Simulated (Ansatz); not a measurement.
Bi2Se3 (Paraguanajuatite):

```xyz
5
Lattice="2.0715 1.1960 9.5453 -2.0715 1.1960 9.5453 0.0000 -2.3920 9.5453" Properties=species:S:1:pos:R:3 pbc="T T T"
Bi    0.0000    0.0000   17.1587
Bi    0.0000    0.0000   11.4773
Se    0.0000    0.0000   22.5738
Se    0.0000    0.0000    6.0622
Se    0.0000    0.0000    0.0000
```

Program: Ansatz 0.2.0. Alike in all runs: task band structure; potentials or basis Ansatz PAW; no spin polarisation; cell as given; k mesh 8 × 8 × 8; smearing fermi-dirac 0.05 eV.

Order these runs on this cell by their pressure, lowest first.
A. level BLYP; cutoff (eV) 420
B. level LDA; cutoff (eV) 420
C. level RPBE; cutoff (eV) 420
D. level r2SCAN; cutoff (eV) 500

B (-1.8 GPa), D (1.4 GPa), C (4.2 GPa), A (6.3 GPa).

Caveats: the PAW data sets come from PBE, with cores solved anew for the run's functional, which leaves a small shift of forces and pressure.

Runs at the PBE level aren't shown here.
